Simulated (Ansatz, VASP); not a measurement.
## KBr in VASP and in Ansatz

```xyz
2
Lattice="0.0000 3.1876 3.1876 3.1876 0.0000 3.1876 3.1876 3.1876 0.0000" Properties=species:S:1:pos:R:3 pbc="T T T"
K    -0.0100   -0.0100   -0.0100
Br    3.1876    3.1876    3.1876
```

Change from the starting cell: atom 1 moved by [-0.01, -0.01, -0.01] A.

Alike in both runs: task single point; functional LDA; k mesh 6 × 6 × 6; no spin polarisation.

|  | VASP | Ansatz |
| --- | --- | --- |
| version | VASP 6.6.1 | Ansatz 0.2.0 |
| potentials or method | VASP PAW LDA potentials, release 64 (K_sv, Br), cutoff 520 eV | all-electron LAPW, scalar-relativistic |
| occupations | gaussian, width 0.01 eV | fixed |

```tsv
	VASP	Ansatz	Ansatz less VASP
gap on the k mesh at the Fermi level (eV)	4.32	4.32	-0.008
pressure (GPa)	0.1	0.0	-0.09
rms of the force components (eV/Å)	0.017	0.016	-0.0004
```

Atom by atom the forces differ by 0.000 eV/Å (rms over components). Ansatz ran all-electron here, so the differences hold the error of VASP's frozen core and of both bases.
